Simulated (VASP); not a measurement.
All values below come from MS2 meta-GGA, VASP's PBE PAW potentials (set 64) (plane waves; VASP 6.6.1).

VASP ran on this input.

**INCAR**
```
SYSTEM = CsBr
PREC = Accurate
ENCUT = 520
EDIFF = 1E-6
NELM = 100
ALGO = Normal
LREAL = .FALSE.
LASPH = .TRUE.
ISMEAR = 0
SIGMA = 0.05
METAGGA = MS2
LMIXTAU = .TRUE.
LMAXMIX = 4
LWAVE = .FALSE.
LCHARG = .FALSE.
IBRION = 2
ISIF = 3
NSW = 60
EDIFFG = -0.01
```

### KPOINTS
```
Automatic mesh
0
Gamma
6 6 6
0 0 0
```

POSCAR:
```
CsBr
1.0
  4.2900000000   0.0000000000   0.0000000000
  0.0000000000   4.2900000000   0.0000000000
  0.0000000000   0.0000000000   4.2900000000
Cs Br
1 1
Cart
  0.0000000000   0.0000000000   0.0000000000
  2.1450000000   2.1450000000   2.1450000000
```

POTCAR, in this order: Cs_sv Br (PBE.64 set). Program: vasp_std.

Output of the run:

OSZICAR:
```
       N       E                     dE             d eps       ncg     rms          rms(c)
DAV:   1     0.900695255092E+02    0.90070E+02   -0.63473E+03   480   0.107E+03
DAV:   2    -0.165086395865E+01   -0.91720E+02   -0.86441E+02   736   0.180E+02
DAV:   3    -0.779710293913E+01   -0.61462E+01   -0.61335E+01   596   0.542E+01
DAV:   4    -0.783889201074E+01   -0.41789E-01   -0.41782E-01   540   0.526E+00
DAV:   5    -0.783915548410E+01   -0.26347E-03   -0.26345E-03   600   0.398E-01    0.303E+00
DAV:   6    -0.242604137858E+01    0.54131E+01   -0.32392E+00   480   0.261E+01    0.125E+00
DAV:   7    -0.154500300757E+01    0.88104E+00   -0.13763E+00   488   0.155E+01    0.989E-01
DAV:   8    -0.172284496335E+01   -0.17784E+00   -0.10968E-01   540   0.303E+00    0.583E-01
DAV:   9    -0.209972926413E+01   -0.37688E+00   -0.83983E-01   480   0.878E+00    0.554E-01
DAV:  10    -0.190685732715E+01    0.19287E+00   -0.94185E-01   480   0.117E+01    0.258E-01
DAV:  11    -0.164872008277E+01    0.25814E+00   -0.16321E-01   480   0.541E+00    0.922E-02
DAV:  12    -0.176576623696E+01   -0.11705E+00   -0.15505E-01   480   0.488E+00    0.753E-02
DAV:  13    -0.176833365744E+01   -0.25674E-02   -0.23042E-03   548   0.581E-01    0.610E-02
DAV:  14    -0.176779996358E+01    0.53369E-03   -0.40396E-04   532   0.212E-01    0.492E-02
DAV:  15    -0.177155813496E+01   -0.37582E-02   -0.90980E-03   488   0.103E+00    0.994E-02
DAV:  16    -0.176585916919E+01    0.56990E-02   -0.22244E-03   484   0.618E-01    0.690E-02
DAV:  17    -0.176852927174E+01   -0.26701E-02   -0.10005E-03   496   0.414E-01    0.311E-02
DAV:  18    -0.177334710741E+01   -0.48178E-02   -0.23766E-03   480   0.655E-01    0.267E-02
DAV:  19    -0.177329655147E+01    0.50556E-04   -0.26750E-05   544   0.440E-02    0.288E-02
DAV:  20    -0.177348572583E+01   -0.18917E-03   -0.30900E-05   488   0.705E-02    0.251E-02
DAV:  21    -0.177360315869E+01   -0.11743E-03   -0.27920E-05   488   0.677E-02    0.157E-02
DAV:  22    -0.177370285039E+01   -0.99692E-04   -0.45437E-05   480   0.848E-02    0.980E-03
DAV:  23    -0.177371119806E+01   -0.83477E-05   -0.52259E-06   584   0.248E-02    0.551E-03
DAV:  24    -0.177372709043E+01   -0.15892E-04   -0.17498E-05   480   0.522E-02    0.501E-03
DAV:  25    -0.177372777589E+01   -0.68546E-06   -0.37138E-07   384   0.794E-03
   1 F= -.17737278E+01 E0= -.17737278E+01  d E =-.177373E+01
       N       E                     dE             d eps       ncg     rms          rms(c)
DAV:   1    -0.178319186335E+01   -0.94648E-02   -0.46854E-01   488   0.459E+00    0.704E-01
DAV:   2    -0.177814603803E+01    0.50458E-02   -0.35076E-02   480   0.155E+00    0.286E-01
DAV:   3    -0.177420135813E+01    0.39447E-02   -0.14510E-02   480   0.108E+00    0.131E-01
DAV:   4    -0.177486060426E+01   -0.65925E-03   -0.56935E-03   480   0.936E-01    0.862E-02
DAV:   5    -0.177562553194E+01   -0.76493E-03   -0.21770E-03   480   0.595E-01    0.159E-02
DAV:   6    -0.177596635806E+01   -0.34083E-03   -0.50866E-04   480   0.272E-01    0.144E-02
DAV:   7    -0.177594668921E+01    0.19669E-04   -0.71436E-05   488   0.101E-01    0.128E-02
DAV:   8    -0.177605069210E+01   -0.10400E-03   -0.82544E-05   480   0.109E-01    0.296E-03
DAV:   9    -0.177605116772E+01   -0.47562E-06   -0.51023E-07   396   0.627E-03
   2 F= -.17760512E+01 E0= -.17760512E+01  d E =-.232339E-02
       N       E                     dE             d eps       ncg     rms          rms(c)
DAV:   1    -0.178305370722E+01   -0.70030E-02   -0.42661E-01   488   0.437E+00    0.670E-01
DAV:   2    -0.177839075312E+01    0.46630E-02   -0.31872E-02   480   0.147E+00    0.272E-01
DAV:   3    -0.177478504429E+01    0.36057E-02   -0.13138E-02   480   0.102E+00    0.124E-01
DAV:   4    -0.177534270323E+01   -0.55766E-03   -0.53606E-03   480   0.902E-01    0.815E-02
DAV:   5    -0.177610181593E+01   -0.75911E-03   -0.20877E-03   480   0.578E-01    0.153E-02
DAV:   6    -0.177641865567E+01   -0.31684E-03   -0.47529E-04   480   0.261E-01    0.138E-02
DAV:   7    -0.177640244560E+01    0.16210E-04   -0.64185E-05   488   0.953E-02    0.122E-02
DAV:   8    -0.177649639786E+01   -0.93952E-04   -0.74336E-05   480   0.102E-01    0.277E-03
DAV:   9    -0.177649689345E+01   -0.49559E-06   -0.46520E-07   392   0.599E-03
   3 F= -.17764969E+01 E0= -.17764969E+01  d E =-.276912E-02
       N       E                     dE             d eps       ncg     rms          rms(c)
DAV:   1    -0.177695631456E+01   -0.45992E-03   -0.25847E-02   484   0.109E+00    0.168E-01
DAV:   2    -0.177665380624E+01    0.30251E-03   -0.18964E-03   480   0.371E-01    0.678E-02
DAV:   3    -0.177640896443E+01    0.24484E-03   -0.82231E-04   480   0.257E-01    0.330E-02
DAV:   4    -0.177644669288E+01   -0.37728E-04   -0.37455E-04   480   0.238E-01    0.201E-02
DAV:   5    -0.177652217225E+01   -0.75479E-04   -0.13061E-04   480   0.143E-01    0.375E-03
DAV:   6    -0.177653585522E+01   -0.13683E-04   -0.24295E-05   480   0.582E-02    0.385E-03
DAV:   7    -0.177653729213E+01   -0.14369E-05   -0.36954E-06   496   0.227E-02    0.307E-03
DAV:   8    -0.177654291059E+01   -0.56185E-05   -0.41427E-06   484   0.242E-02    0.735E-04
DAV:   9    -0.177654296864E+01   -0.58050E-07   -0.27278E-08   252   0.148E-03
   4 F= -.17765430E+01 E0= -.17765430E+01  d E =-.281519E-02
```

OUTCAR:
```
------------------------ aborting loop because EDIFF is reached ----------------------------------------
  FORCE on cell =-STRESS in cart. coord.  units (eV):
  Direction    XX          YY          ZZ          XY          YZ          ZX
  --------------------------------------------------------------------------------------
  Total        0.0017272      0.0017272      0.0017272     -0.0000000      0.0000000      0.0000000
  in kB        0.0341151      0.0341151      0.0341151     -0.0000000      0.0000000      0.0000000
  external PRESSURE =       0.0341151 kB  Pullay stress =       0.0000000 kB
  volume of cell :       81.12
      direct lattice vectors                 reciprocal lattice vectors
     4.328798789  0.000000000  0.000000000     0.231010968  0.000000000  0.000000000
     0.000000000  4.328798789  0.000000000     0.000000000  0.231010968  0.000000000
    -0.000000000  0.000000000  4.328798789    -0.000000000  0.000000000  0.231010968
 POSITION                                       TOTAL-FORCE (eV/Angst)
 -----------------------------------------------------------------------------------
      0.00000      0.00000      0.00000         0.000000      0.000000      0.000000
      2.16440      2.16440      2.16440        -0.000000      0.000000      0.000000
 -----------------------------------------------------------------------------------
    total drift:                                0.000000      0.000000     -0.000000
  FREE ENERGIE OF THE ION-ELECTRON SYSTEM (eV)
  ---------------------------------------------------
  free  energy   TOTEN  =        -1.7765429686 eV

  energy  without entropy=       -1.7765429686  energy(sigma->0) =       -1.77654297

 reached required accuracy - stopping structural energy minimisation
```
(Selected blocks of OUTCAR.)

CONTCAR:
```
CsBr
   1.00000000000000
     4.3287987888375445    0.0000000000000000    0.0000000000000000
     0.0000000000000000    4.3287987888375445    0.0000000000000000
    -0.0000000000000000    0.0000000000000000    4.3287987888375445
  Cs              Br
     1     1
Direct
     0.0000000000000000    0.0000000000000000    0.0000000000000000
     0.5000000000000000    0.5000000000000000    0.5000000000000000
```

Energy and stress use the plane-wave basis of the starting cell.

The compound is CsBr in the CsCl type structure. This run relaxes it. Symmetry was kept, so distortions that lower it aren't found.
